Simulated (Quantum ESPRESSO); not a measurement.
Runs of Quantum ESPRESSO 7.5 on C. The structure is cubic, space group Fd-3m (No. 227). The conventional cell has a = 3.567 Å, b = 3.567 Å, c = 3.567 Å, α = 90.00°, β = 90.00°, γ = 90.00°. C (site symmetry -43m) is surrounded by 4 C at 1.54 Å. This isn't the form of C at room conditions, which is graphite.

```tsv
cell	gap on the mesh (eV)	pressure (GPa)
relaxed to 5 GPa	(a)	5.0
relaxed to 10 GPa	4.20	10.0
relaxed to 30 GPa	4.28	29.9
relaxed to 20 GPa	(b)	20.0
relaxed to 0.3 kbar	4.15	0.0
```

Alike in all rows: task relaxation of cell and atoms; level PBE; potentials or basis SSSP 1.3 efficiency PBE; no spin polarisation; k mesh 13 × 13 × 13; cutoff (eV) 857; smearing fermi-dirac 0.05 eV.

**Question.** Estimate the missing entries.

**Answer.** (a) 4.17; (b) 4.24.

Caveats: an odd mesh through Γ misses points on the zone boundary, where band edges often lie.
